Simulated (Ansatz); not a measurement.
## Yb: one input, then a changed one

The cell is the one relaxed in the Materials Project (mp-71), not relaxed further here; entries there can be hypothetical. The listed cell was then made from it by scaling, straining or moving an atom.

First run: DFT, PBEsol, all-electron LAPW, scalar-relativistic (Ansatz 0.2.0).

Command: `ansatz run input.yaml --threads 1 --pin off --max-ram 3072MiB --backend cpu --events-out ev --progress --plain --runs-dir out` The run took 12 s on 1 thread of Arm Neoverse V2 (shared host).

```yaml
crystal:
  lattice:
    - [-2.1079364751, 2.1079364751, 2.1079364751]
    - [2.1079364751, -2.1079364751, 2.1079364751]
    - [2.1079364751, 2.1079364751, -2.1079364751]
  atoms:
    - { symbol: Yb, position: [0.0, 0.0, 0.0] }
kpoints:
  mp_grid: { grid: [12, 12, 12] }
scf:
  occupations: { method: fermi_dirac, width: 0.05 }
hamiltonian:
  xc: pbesol
  pseudopotentials: { kind: all_electron, lapw: { basis_error: 0.001 } }
output:
  forces: true
  stress: true
  eigenvalues: true
```

Result: converged; pressure -2.80 GPa; no gap on the k mesh; 16 SCF iterations.

Semilocal functionals without a Hubbard term describe localised f shells poorly; where the shell is localised, the real material differs.

Spin–orbit coupling is left out, though it moves levels of the heavy atoms by tenths of an eV or more.

The input is then changed:

```diff
@@ -10,6 +10,7 @@
 scf:
   occupations: { method: fermi_dirac, width: 0.05 }
+  convergence: { dr2_threshold: 1.0e-08 }
 hamiltonian:
-  xc: pbesol
+  xc: revpbe
   pseudopotentials: { kind: all_electron, lapw: { basis_error: 0.001 } }
 output:
```

Task: Predict the outcome of the changed run.

Result: It converged; pressure -0.34 GPa; no gap on the k mesh; 18 SCF iterations.
